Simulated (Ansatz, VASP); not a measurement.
Two plane-wave programs on In

```
In
1.0
     3.21239    0.00000    0.00000
    -1.60619    2.78201    0.00000
     0.00000    0.00000    3.00158
In
1
Direct
  0.00000 0.00000 0.00000
```

Alike in both runs: task relaxation of cell and atoms; functional PBEsol; k mesh 21 × 21 × 18; occupations gaussian, width 0.1 eV; no spin polarisation.

|  | VASP | Ansatz |
| --- | --- | --- |
| version | VASP 6.6.1 | Ansatz 0.2.0 |
| potentials or method | VASP PAW PBE potentials, release 64 (In_d) | scalar-relativistic, plane waves, PAW |
| plane-wave cutoff (eV) | 600 | 420 |
| valence electrons in the cell | 13 | 13 |

```tsv
	VASP	Ansatz	Ansatz less VASP
gap on the k mesh at the Fermi level, each at its own relaxed structure (eV)	none	none	-
relaxed volume (Å³/atom)	26.34	26.31	-0.027
relaxed cell length with the largest relative difference (Å)	3.174	3.172	-0.0018
energy change over the relaxation (meV/atom)	-2	-2	-0.1
```

A gap of «none» marks a metal or a gap that the smearing closes.

Caveats: the PAW data sets were made with another functional, which shifts forces and pressure a little (VASP).
